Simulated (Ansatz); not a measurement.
## Phonon dispersion of KI

The calculation used Ansatz, DFT PBE+D3(BJ), scalar-relativistic, plane waves, PAW. Settings: 420 eV plane-wave cutoff, Γ-centred 6×6×6 mesh, fixed occupations. No spin polarisation. Phonons by linear response, acoustic sum rule imposed.

The cell, relaxed at this level:
```
CELL_PARAMETERS angstrom
2.99368 -2.99509 0.00000
2.99368 2.99509 0.00000
0.00000 0.00000 4.23452
ATOMIC_POSITIONS crystal
K 0.00000 0.00000 0.00000
I 0.50000 0.50000 0.50000
```

It was reached by relaxing an invented guess, and it needn't be the stable form of this composition. Spin–orbit coupling is left out, which matters for heavy elements. The q mesh is coarse, so values between its points are rough. The run warned that its linear response isn't converged on this k mesh, so dielectric tensors, Born charges and infrared intensities are rough, and the frequencies may be too.

Force constants from linear response on a 2×2×2 q mesh.

Task: Is the structure dynamically stable on the q mesh?

Result: Yes, on this mesh: no mode is imaginary.

Task: Give the frequencies (cm⁻¹) at the zone-boundary points of high symmetry (interpolated where a point lies off the q mesh).

Result:
```
 point                   q          frequencies
     Y  -0.500 0.500 0.000  24 64 64 65 103 104
    C0  -0.500 0.500 0.000  24 64 64 65 103 104
SIGMA0   0.500 0.500 0.000  24 64 64 65 103 104
     Z   0.000 0.000 0.500   34 34 68 68 80 134
    A0   0.500 0.500 0.500    69 69 69 98 99 99
    E0  -0.500 0.500 0.500    69 69 69 98 99 99
     T  -0.500 0.500 0.500    69 69 69 98 99 99
     S   0.000 0.500 0.000   34 34 68 68 80 134
     R   0.000 0.500 0.500  24 64 64 65 104 104
```
